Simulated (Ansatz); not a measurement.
## AgCl (NiAs type): the band gap by level of theory

All numbers come from the plane-wave code Ansatz. (Calculated; non-magnetic; the phase may be known or hypothetical.)

The cell is AgCl built on the NiAs prototype; cell and atoms were relaxed with r2SCAN. The symmetry is P6_3/mmc (No. 194, hexagonal); conventional cell a = 4.005 Å, c = 6.201 Å, 21.53 Å³ an atom. Around Ag lie 6 Cl at 2.78 Å; around Cl lie 6 Ag at 2.78 Å.

```cif
data_structure
_symmetry_space_group_name_H-M 'P 1'
_symmetry_Int_Tables_number 1
_cell_length_a 4.0049
_cell_length_b 4.0049
_cell_length_c 6.2010
_cell_angle_alpha 90.000
_cell_angle_beta 90.000
_cell_angle_gamma 120.000
_cell_volume 86.13
loop_
_atom_site_label
_atom_site_type_symbol
_atom_site_fract_x
_atom_site_fract_y
_atom_site_fract_z
_atom_site_occupancy
Ag1 Ag 0.00000 0.00000 0.00000 1
Ag2 Ag 0.00000 0.00000 0.50000 1
Cl1 Cl 0.33333 0.66667 0.25000 1
Cl2 Cl 0.66667 0.33333 0.75000 1
```

On this one geometry the levels give:
```tsv
level	k mesh	gap (eV)	kind	edges	least direct gap (eV)	rough cost
LDA	12×12×4	0.61	direct	Γ	0.61	13 core-seconds
PBE	12×12×4	0.91	direct	Γ	0.91	20 core-seconds
PBE+SOC	12×12×4	0.84	direct	Γ	0.84	90 core-seconds
r2SCAN	12×12×4	1.48	direct	Γ	1.48	27 core-seconds
HSE06	6×6×4	2.39	direct	Γ	2.39	8 core-minutes
DDH-PBE0	6×6×4	2.63	direct	Γ	2.63	8 core-minutes
PBE0	6×6×4	3.09	direct	Γ	3.09	7 core-minutes
LC-ωPBE	6×6×4 alone	7.59	direct	Γ	7.59	3 core-minutes
Hartree-Fock	6×6×4	10.34	indirect	M → Γ	10.35	6 core-minutes
```
PBE, PBE+SOC: smearing of 0.02 eV; the others have fixed occupations.
Wave cutoffs: 420 eV, 500 eV (r2SCAN).
A mesh marked alone had no extra points solved. Set aside, since their points miss a band edge that the other levels read or their mesh is too coarse: HSE06+SOC.
Costs come from shared machines and give only the order; PBE's includes the band path.

With HSE06 the gap is 2.39 eV and direct, at Γ. Spin-orbit coupling changes the PBE gap by -0.07 eV, to 0.84 eV.

r2SCAN covers 39 % of the step from PBE to HSE06, while HSE06 needs about 17 times r2SCAN's cost (on a coarser mesh). For gaps to 0.1 eV, spin-orbit coupling (up to 0.07 eV here) is at the margin. Direct and least gap lie within 0.04 eV at some levels, so the kind of gap isn't settled.

r2SCAN (ground state on 6×6×4): ε∞: 4.43 along x and y, 4.48 along z. Born charges, averaged over directions: Ag +1.39, Cl -1.39 e. PBE (ground state on 6×6×4): ε∞: 5.01 along x and y, 5.06 along z. Born charges, averaged over directions: Ag +1.42, Cl -1.42 e.

On the PBEsol cell (a = 3.998 Å, c = 5.911 Å), with PBEsol: The zone-centre optical frequencies run from 51 to 190 cm⁻¹, none imaginary (the rest of the zone wasn't tested). The long-range field leaves the highest mode where it is. By the program's warning the force constants, and with them frequencies and ε⁰, aren't converged on this mesh. The clamped-ion dielectric constant comes out as 5.47 along x and y, 5.40 along z. With the ions relaxed, ε⁰ is 11.9 along x and y, 21.0 along z. Born charges, averaged over directions: Ag +1.41, Cl -1.41 e.

Only the levels marked +SOC include spin-orbit coupling.

The meshes of the hybrids are coarse, so their gaps aren't converged to the digits shown.
